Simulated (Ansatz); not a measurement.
Fields on a plane of BeO (wurtzite)

```
CELL_PARAMETERS angstrom
      2.69025     0.00000     0.00000
     -1.34512     2.32982     0.00000
      0.00000     0.00000     4.36941
ATOMIC_POSITIONS crystal
  Be 0.66667 0.33333 0.00145
  Be 0.33333 0.66667 0.50145
  O  0.66667 0.33333 0.62375
  O  0.33333 0.66667 0.12375
```

The slice is a (1 -1 0 0) plane (indices of the conventional cell) through the point (0.333, 0.667, 0.124) (fractional), spanned by u = [110] and v = [001] in vectors of this cell: u (2.69 Å) and v (4.37 Å, at 90° to u). It covers one period; positions are fractions (u, v).

Atoms on it: Be at (0.00, 0.38); O at (0.00, 0.00). Other atoms lie within 1 Å of the plane.

Level of theory: r2SCAN (plane waves to 500 eV, PAW, scalar-relativistic; Ansatz, a program for electronic structure). k mesh 14×14×8. Near the nuclei the fields are pseudised (PAW); where an atom keeps semicore shells as valence, they peak there. BeO was relaxed with its symmetry unable to fall. The PAW data are Ansatz's earlier set.

```tsv
v \ u	0.00	0.17	0.33	0.50	0.67	0.83
0.90	0.181	0.060	0.050	0.095	0.050	0.060
0.80	0.007	0.031	0.098	0.144	0.098	0.031
0.70	0.048	0.059	0.081	0.093	0.081	0.059
0.60	0.065	0.053	0.033	0.024	0.033	0.053
0.50	0.054	0.040	0.016	0.006	0.016	0.040
0.40	0.004	0.055	0.050	0.038	0.050	0.055
0.30	0.029	0.090	0.098	0.089	0.098	0.090
0.20	0.021	0.048	0.081	0.094	0.081	0.048
0.10	0.138	0.052	0.033	0.055	0.033	0.052
0.00	0.378	0.154	0.016	0.039	0.016	0.154
```

Values: density of the lowest conduction band (whole band as if filled, smooth part) in e/Å³. 

```
|x69983138996|
|889972027998|
|888751015788|
|776420002467|
|321101110112|
|000012321000|
|000135653100|
|001357775310|
|002578887520|
|003688888630|
|002688888620|
|xx057888750x|
|xx025666520x|
|000122322100|
|653100000135|
|997410001479|
|999730003799|
|899851015899|
|x68972027986|
|xx898313898x|
```
Scale: ten equal steps from 0.00 (start of '0') to 0.87 (end of '9'), in the order '0123456789'. Values: electron localisation function (ELF). The map has 12 points along u (one character each, u = 0 at the left) and 20 along v (v = 0 in the bottom row). Points within 0.3 Å of a nucleus are blanked (x), as the pseudised field means little there.

Density on the Be–O line (1.65 Å) at its midpoint: 0.94 e/Å³
ELF at that point: 0.9
ELF maximum in the middle third of the Be–O line: 0.87, 0.9 Å from Be
Element round which the density of the highest valence band (whole band, smooth part) is largest on this plane: O
Element round which the density of the lowest conduction band (whole band as if filled, smooth part) is largest on this plane: O
